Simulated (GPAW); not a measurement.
# PtS2 in GPAW: the effect of target pressure

Crystal: PtS2.

```xyz
3
Lattice="3.5432 0.0000 0.0000 -1.7716 3.0685 0.0000 0.0000 0.0000 5.0388" Properties=species:S:1:pos:R:3 pbc="T T T"
Pt    0.0000    0.0000    0.0000
S     1.7716    1.0228    3.8950
S     0.0000    2.0457    1.1438
```

Alike in all runs:

| Item | Value |
| --- | --- |
| Program | GPAW 26.7.0 |
| Task | relaxation of cell and atoms |
| Functional | PBEsol |
| Potentials or basis | PAW data sets generated in the run's folder for this functional |
| Cutoff | 600 eV |
| Basis | pw |
| k mesh | 6 × 6 × 4 |
| Occupations | fermi-dirac, width 0.05 eV |
| Spin | no spin polarisation |

Each run relaxes the cell or the atoms first.

```csv
target pressure,target pressure,relaxed volume (Å³/atom)
0 GPa,-,17.66
2 GPa,2 GPa,?
5 GPa,5 GPa,15.98
10 GPa,10 GPa,15.29
20 GPa,20 GPa,14.24
30 GPa,30 GPa,13.56
```

Q: What does the run with target pressure 2 GPa give?

A: Relaxed volume 16.67 Å³/atom.

Worked out: A parabola through the other rows of the relaxed volume, of slope -0.242 Å³/atom per GPa there, gives 16.97 Å³/atom, against the run's 16.67.

Caveats: later steps reuse the first step's grids; the volume moved by over 15 % at a fixed basis, so the end points are rough (some runs).

Runs at the PBE level aren't shown here.
